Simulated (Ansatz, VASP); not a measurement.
One calculation of Ir, two programs

The input INCAR:

```
SYSTEM = Ir
  PREC = Accurate
  ENCUT = 520
  EDIFF = 1E-7
  ISMEAR = -1
  SIGMA = 0.05
  LREAL = .FALSE.
  LASPH = .TRUE.
  NELM = 80
  ALGO = Normal
  ISIF = 2
  LWAVE = .FALSE.
  LCHARG = .FALSE.
  GGA = PS
  NBANDS = 10
```

KPOINTS

```
regular mesh
0
G
  15 15 15
  0 0 0
```

File POSCAR:

```
Ir
1.0
    0.0000000000      1.8937549276      1.8937549276
    1.8937549276      0.0000000000      1.8937549276
    1.8937549276      1.8937549276      0.0000000000
Ir
1
Direct
    0.0000000000      0.0000000000      0.0000000000
```

Input for Ansatz:

```yaml
crystal:
  lattice:
    - [0.0, 1.8937549276, 1.8937549276]
    - [1.8937549276, 0.0, 1.8937549276]
    - [1.8937549276, 1.8937549276, 0.0]
  atoms:
    - { symbol: Ir, position: [0.0, 0.0, 0.0] }
kpoints:
  mp_grid: { grid: [15, 15, 15] }
  band_path:
    path:
      - [0.0, 0.0, 0.0]
      - [0.5, 0.0, 0.5]
      - [0.625, 0.25, 0.625]
      - [0.375, 0.375, 0.75]
      - [0.0, 0.0, 0.0]
      - [0.5, 0.5, 0.5]
      - [0.5, 0.25, 0.75]
      - [0.5, 0.0, 0.5]
    npoints: 5
scf:
  occupations: { method: fermi_dirac, width: 0.05 }
hamiltonian:
  xc: pbesol
  pseudopotentials: { kind: all_electron, lapw: { basis_error: 0.0005 } }
output:
  forces: true
  stress: true
  eigenvalues: true
```

Change from the starting cell: volume scaled by 0.96.

Alike in both runs: task single point; functional PBEsol; k mesh 15 × 15 × 15; occupations fermi-dirac, width 0.05 eV; no spin polarisation.

|  | VASP | Ansatz |
| --- | --- | --- |
| version | VASP 6.6.1 | Ansatz 0.2.0 |
| potentials or method | VASP PAW PBE potentials, release 64 (Ir) | all-electron LAPW, scalar-relativistic |
| plane-wave cutoff (eV) | 520 | see its input |

VASP gave:

* pressure (GPa): 15.4

Q: What did Ansatz give for the same quantities?

A: Pressure (GPa): 14.0.

Ansatz ran all-electron here, so the differences hold the error of VASP's frozen core and of both bases.

Caveats: so large a pressure means that the cell lies far from this level's equilibrium, or that cutoff or potentials fall short (VASP); the potentials were made for another functional, which shifts forces and pressure (VASP). The runs have no spin-orbit coupling, so splittings on Ir are missing.
